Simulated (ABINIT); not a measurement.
A run of ABINIT 10.8.3 (patched build) is set up as follows.

File run.abi:

```
# Datasets: ground state, then fixed potential
ndtset 2

# Pseudopotentials
pp_dirpath "./"
pseudos "Ti.GGA_PBE-JTH.xml, B.GGA_PBE-JTH.xml"

# Structure
acell 5.7243583767 5.7243583766 6.1007918207
rprim
     1.0000000000     0.0000000000     0.0000000000
    -0.5000000000     0.8660254038     0.0000000000
     0.0000000000     0.0000000000     1.0000000000
ntypat 2
znucl 22 5
natom 3
typat 1 2 2
xred
     0.0000000000     0.0000000000     0.0000000000
     0.6666666667     0.3333333333     0.5000000000
     0.3333333333     0.6666666667     0.5000000000

# Plane-wave basis
ecut 15.0
pawecutdg 30.0

# Exchange and correlation
ixc 14

# Bands and occupations
occopt 3
tsmear 0.00183747

# SCF cycle
nstep 100

# Output
iomode 3
prtwf 0
prteig 0
prtebands 0
prtden1 1

# Dataset 1
kptopt1 1
ngkpt1 10 10 8
nshiftk1 1
shiftk1 0.0 0.0 0.0
nband1 13
tolvrs1 1.0e-9

# Dataset 2: bands along G-M-K-G-A-L-H-A
iscf2 -2
getden2 1
nband2 19
nbdbuf2 4
tolwfr2 1.0e-11
kptopt2 -7
ndivsm2 5
prteig2 1
prtvol2 -3
kptbounds2
     0.0000000000     0.0000000000     0.0000000000
     0.5000000000     0.0000000000     0.0000000000
     0.3333333333     0.3333333333     0.0000000000
     0.0000000000     0.0000000000     0.0000000000
     0.0000000000     0.0000000000     0.5000000000
     0.5000000000     0.0000000000     0.5000000000
     0.3333333333     0.3333333333     0.5000000000
     0.0000000000     0.0000000000     0.5000000000
```

Potentials or basis: JTH PAW PBE v2.0.

Run with:

```sh
$ abinit run.abi > log 2>&1
```

(1) Predict the pressure.

(2) Estimate the band gap on the k mesh.

Results:

(1) 4.1 GPa.

(2) none (metal or under the smearing width).

Caveat: the PAW data sets were made with another functional, which shifts forces and pressure a little; the atomic spheres overlap.
